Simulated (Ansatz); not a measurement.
# CuO: the cost of one run

Computed with Ansatz 0.2.0 (DFT PBE+U, scalar-relativistic, plane waves, PAW, unless a step's input says otherwise).

### Step 1. Starting point

The structure is monoclinic, space group C2/c (No. 15). The conventional cell has a = 4.684 Å, b = 3.423 Å, c = 5.129 Å, α = 90.00°, β = 99.54°, γ = 90.00°. Cu (site symmetry -1) is surrounded by 4 O at 1.95 to 1.96 Å. O (site symmetry 2) is surrounded by 4 Cu at 1.95 to 1.96 Å.

Coordinates:

```
CELL_PARAMETERS angstrom
3.83394 0.00000 5.05807
0.00000 3.42300 0.00000
-5.53406 0.00000 5.05807
ATOMIC_POSITIONS crystal
Cu 0.12500 0.25000 0.87500
Cu 0.62500 0.25000 0.37500
Cu 0.37500 0.75000 0.62500
Cu 0.87500 0.75000 0.12500
Cu 0.37500 0.75000 0.12500
Cu 0.87500 0.75000 0.62500
Cu 0.12500 0.25000 0.37500
Cu 0.62500 0.25000 0.87500
O 0.12500 0.41840 0.12500
O 0.62500 0.41840 0.62500
O 0.37500 0.91840 0.87500
O 0.87500 0.91840 0.37500
O 0.37500 0.58160 0.37500
O 0.87500 0.58160 0.87500
O 0.12500 0.08160 0.62500
O 0.62500 0.08160 0.12500
```

The structure rests on an entry of the Crystallography Open Database; cell or positions may have been set otherwise for this series.

### Step 2. Relaxing the atoms: CuO, moments +−−++−−+

Input file input.yaml:

```yaml
crystal:
  lattice:
    - [3.833939426, 0.0, 5.0580666287]
    - [0.0, 3.423, 0.0]
    - [-5.534060574, 0.0, 5.0580666287]
  atoms:
    - { symbol: Cu, position: [0.125, 0.25, 0.875], spin: 1.0 }
    - { symbol: Cu, position: [0.625, 0.25, 0.375], spin: -1.0 }
    - { symbol: Cu, position: [0.375, 0.75, 0.625], spin: -1.0 }
    - { symbol: Cu, position: [0.875, 0.75, 0.125], spin: 1.0 }
    - { symbol: Cu, position: [0.375, 0.75, 0.125], spin: 1.0 }
    - { symbol: Cu, position: [0.875, 0.75, 0.625], spin: -1.0 }
    - { symbol: Cu, position: [0.125, 0.25, 0.375], spin: -1.0 }
    - { symbol: Cu, position: [0.625, 0.25, 0.875], spin: 1.0 }
    - { symbol: O, position: [0.125, 0.4184, 0.125] }
    - { symbol: O, position: [0.625, 0.4184, 0.625] }
    - { symbol: O, position: [0.375, 0.9184, 0.875] }
    - { symbol: O, position: [0.875, 0.9184, 0.375] }
    - { symbol: O, position: [0.375, 0.5816, 0.375] }
    - { symbol: O, position: [0.875, 0.5816, 0.875] }
    - { symbol: O, position: [0.125, 0.0816, 0.625] }
    - { symbol: O, position: [0.625, 0.0816, 0.125] }
magnetization:
  spin_polarized: true
scf:
  occupations: { method: fixed }
output:
  forces: true
  stress: true
  populations: true
  write_density: true
  write_potential: true
  elf: true
  volumetric_format: npy
hamiltonian:
  hubbard: { sites: [{ species: Cu, l: d, u_eff: 4.0 }] }
  xc: pbe
relax:
  f_tol: 0.003
kpoints:
  mp_grid: { grid: [3, 6, 3] }
```

Started as:

```sh
$ ansatz run input.yaml --threads 6 --pin off --max-ram 20480MiB --backend cpu --events-out ev --progress --plain --runs-dir out
```

What time and memory should one allow on 6 threads of Intel Xeon Platinum 8488C (Sapphire Rapids), shared host?

About 73 s, with a peak of 1.5 GiB.
